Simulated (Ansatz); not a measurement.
Pb under changes of volume

One of the cells (30.323 Å³/atom); the others are scaled copies at fixed shape and fractional positions:

```
Pb
1.0
     0.00000    2.47502    2.47502
     2.47502    0.00000    2.47502
     2.47502    2.47502    0.00000
Pb
1
Cartesian
  0.0000 0.0000 0.0000
```

```yaml
Program: Ansatz 0.2.0
Functional: PBE
Potentials_or_basis: all-electron LAPW, scalar-relativistic
Cutoff: 167 eV (chosen from the basis error)
Basis_error_allowed: 0.0005 eV/atom
k_mesh: 9 × 9 × 9
Occupations: fermi-dirac, width 0.05 eV
Spin: no spin polarisation
```

| volume (Å³/atom) | energy over the lowest point (meV/atom) | pressure (GPa) |
| --- | --- | --- |
| 28.503 | ? | ? |
| 29.110 | 35.80 | 4.6 |
| 29.716 | 20.69 | 3.4 |
| 30.323 | 10.07 | 2.3 |
| 30.929 | 3.42 | 1.3 |
| 31.535 | 0.21 | 0.4 |
| 32.142 | 0.00 | -0.3 |

Task: What does the run at 28.503 Å³/atom give?

Result: Energy over the lowest point 55.94 meV/atom; pressure 6.0 GPa.

Worked out: A Birch-Murnaghan fit of order 3 (a polynomial in V^(-2/3)) to the other rows has its minimum at 31.88 Å³/atom with B0 = V·E''(V) = 39 GPa and B' = 6.3. It gives 56.12 meV/atom at 28.503 Å³/atom, against the run's 55.94, and -dE/dV = 6.1 GPa, against 6.0.

Energies are extrapolated to zero smearing.
